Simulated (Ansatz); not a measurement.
## InP under pressure

Theory: DFT LDA, scalar-relativistic, plane waves, PAW (Ansatz 0.2.0). Settings: 420 eV plane-wave cutoff, Γ-centred 14×14×14 mesh, Fermi-Dirac smearing of 0.15 eV. No spin polarisation. Phonons by linear response, acoustic sum rule imposed.

Relaxed structure:
```yaml
crystal:
  lattice:
    - [0.00000, 2.70963, 2.70963]
    - [2.70963, 0.00000, 2.70963]
    - [2.70963, 2.70963, 0.00000]
  atoms:
    - { symbol: In, position: [0.00000, 0.00000, 0.00000] }
    - { symbol: P, position: [0.50000, 0.50000, 0.50000] }
```

In a metal, frequencies and elastic constants depend on the k mesh and the smearing, soft modes and shear constants most.

Optical modes at Γ (cm⁻¹) at zero pressure: 176.

Under hydrostatic pressure the same modes lie at 267 cm⁻¹. What is the pressure, and how much has the cell shrunk?

Answers

20 GPa; the volume is 14.4 % smaller.

This rock-salt form isn't the usual stable structure of the compound at low pressure.

Cost: 2 runs of about 1 core-minutes in all, on Intel Xeon Platinum 8488C (Sapphire Rapids), Arm Neoverse V1 (shared hosts).